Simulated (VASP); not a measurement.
# Ru in VASP: core levels with PBE

Aim: the core levels of Ru with PBE.

Everything below comes from runs of VASP 6.6.1. Logs are shortened: lines on timing, memory, paths and dates and some standing lists are left out, and cuts for length are marked.

## Step 1: The structure

The cell holds a slab with vacuum, 9 atoms: a = 2.706 Å, b = 2.706 Å, c = 34.528 Å, α = 90.00°, β = 90.00°, γ = 60.00°.

The slab is cut from a database's or a generator's crystal, which needn't be the stable form of the element.

## Step 2: Core levels, PBE

Input file INCAR:

```
PREC = Accurate ; ENCUT = 400
EDIFF = 1E-6 ; ISMEAR = 0
SIGMA = 0.1 ; LREAL = False
LASPH = True ; NELM = 60
ALGO = Normal ; ISIF = 2
LWAVE = False ; LCHARG = False
GGA = PE ; ICORELEVEL = 1
```

Input file KPOINTS:

```
Automatic mesh
0
Gamma
  16 16 1
```

Input file POSCAR:

```
Ru                                      
1.0
    2.7060000000      0.0000000000      0.0000000000
    1.3530000000      2.3434647426      0.0000000000
    0.0000000000      0.0000000000     34.5280000000
  Ru            
     9
Direct
     0.0000000000000000    1.0000000000000000    0.2529096394232461
     0.3333333332999970    0.3333333332999970    0.3129060466503230
     1.0000000000000000    0.0000000000000000    0.3752034398182817
     0.3333333332999970    0.3333333332999970    0.4378160584024550
     0.0000000000000000    0.0000000000000000    0.5000000000000000
     0.3333333332999970    0.3333333332999970    0.5621839415975450
     0.0000000000000000    0.0000000000000000    0.6247965601817184
     0.3333333332999970    0.3333333332999970    0.6870939533496770
     0.0000000000000000    0.0000000000000000    0.7470903605767542
```

Potentials or basis: VASP PAW PBE potentials, release 64 (Ru_pv).

Command:

```bash
> cat potpaw_PBE.64/Ru_pv/POTCAR > POTCAR
> mpirun -np 1 vasp_std > vasp.out
```

OUTCAR:

```text
PREC = Accurate
   ENCUT = 400
   EDIFF = 1E-6
   ISMEAR = 0
   LREAL = False
   LASPH = True
   NELM = 60
   ISIF = 2
   GGA = PE

 ion  position               nearest neighbor table
   1  0.000  0.000  0.253-   2 2.59   2 2.59   2 2.59
   2  0.333  0.333  0.313-   1 2.59   1 2.59   1 2.59   3 2.66   3 2.66   3 2.66
   3  0.000  0.000  0.375-   2 2.66   2 2.66   2 2.66   4 2.67   4 2.67   4 2.67
   4  0.333  0.333  0.438-   5 2.66   5 2.66   5 2.66   3 2.67   3 2.67   3 2.67
   5  0.000  0.000  0.500-   4 2.66   6 2.66   4 2.66   6 2.66   4 2.66   6 2.66
   6  0.333  0.333  0.562-   5 2.66   5 2.66   5 2.66   7 2.67   7 2.67   7 2.67
   7  0.000  0.000  0.625-   8 2.66   8 2.66   8 2.66   6 2.67   6 2.67   6 2.67
   8  0.333  0.333  0.687-   9 2.59   9 2.59   9 2.59   7 2.66   7 2.66   7 2.66
   9  0.000  0.000  0.747-   8 2.59   8 2.59   8 2.59

  LATTYP: Found a hexagonal cell.
 ALAT       =     2.7060000000
 C/A-ratio  =    12.7597930526

  Lattice vectors:

 A1 = (  -1.3530000000,  -2.3434647426,   0.0000000000)
 A2 = (   2.7060000000,   0.0000000000,   0.0000000000)
 A3 = (   0.0000000000,   0.0000000000,  34.5280000000)

Analysis of symmetry for initial positions (statically):
=====================================================================
 Subroutine PRICEL returns:
 Original cell was already a primitive cell.

 Routine SETGRP: Setting up the symmetry group for a
 hexagonal supercell.

 Subroutine GETGRP returns: Found 12 space group operations
 (whereof 12 operations were pure point group operations)
 out of a pool of 24 trial point group operations.

The static configuration has the point symmetry D_3h.

Analysis of symmetry for dynamics (positions and initial velocities):
=====================================================================
 Subroutine PRICEL returns:
 Original cell was already a primitive cell.

 Routine SETGRP: Setting up the symmetry group for a
 hexagonal supercell.

 Subroutine GETGRP returns: Found 12 space group operations
 (whereof 12 operations were pure point group operations)
 out of a pool of 24 trial point group operations.

The dynamic configuration has the point symmetry D_3h.

 Subroutine INISYM returns: Found 12 space group operations
 (whereof 12 operations are pure point group operations),
 and found     1 'primitive' translations
[... 135 lines left out ...]
   LHFCALC =     F    Hartree Fock is set to
   AEXX    =    0.0000 exact exchange contribution
   IVDW    =     0    specifies the selected vdW correction
   LEPSILON=     F    determine dielectric tensor
   LRPA    =     F    only Hartree local field effects (RPA)
 non-spin polarized calculation
 Gauss-broadening in eV      SIGMA  =   0.10
  energy-cutoff  :      400.00
  volume of cell :      218.96
 maximum number of plane-waves:      4063
 NGX is ok and might be reduce to    18
   NGX =  9   NGY =  9   NGZ =113

 number of electron     125.9999965 magnetization

 Free energy of the ion-electron system (eV)
  ---------------------------------------------------
  ext. energy  EPLUGINS =         0.00000000
  ---------------------------------------------------
  free energy    TOTEN  =       -81.00282604 eV

  energy without entropy =      -80.95106719  energy(sigma->0) =      -80.97694661

 the core state eigenenergies are
   1-  1s -21925.0743  2s  -3145.3885  2p  -2815.9271  3s   -547.0691  3p   -438.8414
       3d   -264.8320  4s    -67.7096
   2-  1s -21925.4495  2s  -3145.8385  2p  -2816.3706  3s   -547.5180  3p   -439.2902
       3d   -265.2851  4s    -68.1582
   3-  1s -21925.2736  2s  -3145.6516  2p  -2816.1846  3s   -547.3315  3p   -439.1037
       3d   -265.0979  4s    -67.9718
   4-  1s -21925.2711  2s  -3145.6499  2p  -2816.1828  3s   -547.3289  3p   -439.1011
       3d   -265.0955  4s    -67.9675
   5-  1s -21925.3348  2s  -3145.7160  2p  -2816.2489  3s   -547.3925  3p   -439.1647
       3d   -265.1595  4s    -68.0257
   6-  1s -21925.2711  2s  -3145.6499  2p  -2816.1828  3s   -547.3289  3p   -439.1011
       3d   -265.0955  4s    -67.9675
   7-  1s -21925.2736  2s  -3145.6516  2p  -2816.1846  3s   -547.3315  3p   -439.1037
       3d   -265.0979  4s    -67.9718
   8-  1s -21925.4495  2s  -3145.8385  2p  -2816.3706  3s   -547.5180  3p   -439.2902
       3d   -265.2851  4s    -68.1582
   9-  1s -21925.0743  2s  -3145.3885  2p  -2815.9271  3s   -547.0691  3p   -438.8414
       3d   -264.8320  4s    -67.7096

 E-fermi :   5.0189     XC(G=0):  -8.4844

 val. band max:        5.0113062083   @ k =   0.0625   0.0000   0.0000
 cond. band min:       5.0300880683   @ k =  -0.3750   0.2500   0.0000
 fundamental gap:      0.0187818600
 Fermi energy:         5.0188817762

 k-point     1 :       0.0000    0.0000    0.0000
  band No.  band energies     occupation
      1     -38.6409      2.00000
      2     -38.6013      2.00000
      3     -38.4728      2.00000
      4     -38.2437      2.00000
      5     -38.0287      2.00000
      6     -37.8213      2.00000
[... 1861 lines left out ...]
     74       7.7531      0.00000
     75       7.9169      0.00000

 [... further k-points ...]

------------------------ aborting loop because EDIFF is reached ----------------------------------------

  FORCE on cell =-STRESS in cart. coord.  units (eV):
  Direction    XX          YY          ZZ          XY          YZ          ZX
  --------------------------------------------------------------------------------------
  -------------------------------------------------------------------------------------
  Total       -0.2282944     -0.2282944     -0.5703442      0.0000000      0.0000000      0.0000000
  in kB       -1.6705065     -1.6705065     -4.1733995      0.0000000      0.0000000      0.0000000
  external PRESSURE =      -2.5048042 kB  Pullay stress =       0.0000000 kB

 VOLUME and BASIS-vectors are now :
 -----------------------------------------------------------------------------
  energy-cutoff  :      400.00
  volume of cell :      218.96
      direct lattice vectors                 reciprocal lattice vectors
     2.706000000  0.000000000  0.000000000     0.369549150 -0.213359301  0.000000000
     1.353000000  2.343464743  0.000000000     0.000000000  0.426718603  0.000000000
     0.000000000  0.000000000 34.528000000     0.000000000  0.000000000  0.028962002

 POSITION                                       TOTAL-FORCE (eV/Angst)
 -----------------------------------------------------------------------------------
      0.00000      0.00000      8.73246         0.000000      0.000000     -0.005995
      1.35300      0.78115     10.80402        -0.000000     -0.000000     -0.008962
      0.00000      0.00000     12.95502         0.000000      0.000000     -0.009137
      1.35300      0.78115     15.11691         0.000000      0.000000      0.004153
      0.00000      0.00000     17.26400         0.000000      0.000000     -0.000000
      1.35300      0.78115     19.41109         0.000000      0.000000     -0.004153
      0.00000      0.00000     21.57298         0.000000      0.000000      0.009137
      1.35300      0.78115     23.72398        -0.000000     -0.000000      0.008962
      0.00000      0.00000     25.79554         0.000000     -0.000000      0.005995
 -----------------------------------------------------------------------------------
    total drift:                                0.000001      0.000000     -0.000000

  FREE ENERGIE OF THE ION-ELECTRON SYSTEM (eV)
  ---------------------------------------------------
  free  energy   TOTEN  =       -81.0028260384 eV

  energy  without entropy=      -80.9510671916  energy(sigma->0) =      -80.97694661
```

Run time: 7.8 min. Hardware: 1 thread of Intel Xeon 6975P-C (Granite Rapids), shared host; peak memory 0.39 GiB.

What came out:

```yaml
Free_energy: -81.0028 eV
Largest_force: 0.009 eV/Å
Band_gap_on_the_k_mesh: none (metal or under the smearing width)
```

Forces in eV/Å, atoms in the order of the input:
```
Ru   0.000  0.000 -0.006
Ru   0.000  0.000 -0.009
Ru   0.000  0.000 -0.009
Ru   0.000  0.000  0.004
Ru   0.000  0.000  0.000
Ru   0.000  0.000 -0.004
Ru   0.000  0.000  0.009
Ru   0.000  0.000  0.009
Ru   0.000  0.000  0.006
```

Core levels (eV, on the scale of the bands):
| atom | levels |
| --- | --- |
| 1 Ru | 1s -21925.1, 2s -3145.4, 2p -2815.9, 3s -547.1, 3p -438.8, 3d -264.8, 4s -67.7 |
| 2 Ru | 1s -21925.4, 2s -3145.8, 2p -2816.4, 3s -547.5, 3p -439.3, 3d -265.3, 4s -68.2 |
| 3 Ru | 1s -21925.3, 2s -3145.7, 2p -2816.2, 3s -547.3, 3p -439.1, 3d -265.1, 4s -68.0 |
| 4 Ru | 1s -21925.3, 2s -3145.6, 2p -2816.2, 3s -547.3, 3p -439.1, 3d -265.1, 4s -68.0 |
| 5 Ru | 1s -21925.3, 2s -3145.7, 2p -2816.2, 3s -547.4, 3p -439.2, 3d -265.2, 4s -68.0 |
| 6 Ru | 1s -21925.3, 2s -3145.6, 2p -2816.2, 3s -547.3, 3p -439.1, 3d -265.1, 4s -68.0 |
